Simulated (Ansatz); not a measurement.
Write the native input for Ansatz 0.2.0 that does the following.

```yaml
Task: relaxation of cell and atoms
Functional: PBE
Potentials_or_basis: SPMS NC
Cutoff: "1034 eV (not typed: the program's choice for these potentials)"
k_mesh: 6 × 6 × 8
Occupations: fermi-dirac, width 0.05 eV
Spin: no spin polarisation
```

SnO2 (Cassiterite):

```
Sn O
1.0
     4.73800    0.00000    0.00000
     0.00000    4.73800    0.00000
     0.00000    0.00000    3.18650
Sn O
2 4
Direct
  0.50000 0.50000 0.50000
  0.00000 0.00000 0.00000
  0.80710 0.19290 0.50000
  0.69290 0.69290 0.00000
  0.19290 0.80710 0.50000
  0.30710 0.30710 0.00000
```

One way to write it, as run:

input.yaml

```yaml
crystal:
  lattice:
    - [4.738, 0.0, 0.0]
    - [0.0, 4.738, 0.0]
    - [0.0, 0.0, 3.1865]
  atoms:
    - { symbol: Sn, position: [0.5, 0.5, 0.5] }
    - { symbol: Sn, position: [0.0, 0.0, 0.0] }
    - { symbol: O, position: [0.8071, 0.1929, 0.5] }
    - { symbol: O, position: [0.6929, 0.6929, 0.0] }
    - { symbol: O, position: [0.1929, 0.8071, 0.5] }
    - { symbol: O, position: [0.3071, 0.3071, 0.0] }
hamiltonian:
  xc: pbe
  pseudopotentials: { kind: nc, source: spms }
kpoints:
  mp_grid: { grid: [6, 6, 8] }
scf:
  occupations: { method: fermi_dirac, width: 0.05 }
output:
  forces: true
  stress: true
  eigenvalues: true
relax:
  f_tol: 0.01
  max_steps: 40
  cell: { stress_tol: 0.05 }
```

Potentials or basis: SPMS NC.

The run is started by

```sh
$ ansatz run input.yaml --threads 2 --pin off --max-ram 5632MiB --backend cpu --events-out ev --progress --plain --runs-dir out
```

It gave:

```yaml
Relaxed_volume: 12.55 Å³/atom
Relaxed_cell: a = 4.822 Å, b = 4.822 Å, c = 3.238 Å, α = 90.00°, β = 90.00°, γ = 90.00°
Space_group_after_relaxing_to_0.05_Å: P4_2/mnm (No. 136)
Energy_gained_by_relaxing: 19.6 meV/atom
Ionic_steps: 7
Pressure_after_relaxing: 0.0 GPa
Band_gap_on_the_k_mesh: 0.62 eV, direct
```

Caveat: the plane-wave basis is chosen anew once the cell has moved, so the energies of steps on either side of that aren't comparable; the pressure holds a Pulay correction of +0.4 GPa for the finite cutoff; spin-orbit coupling is left out, which moves the levels of the heavy elements.

It took 83 s on 2 threads of Arm Neoverse V2 (shared host), peak memory 0.6 GiB.
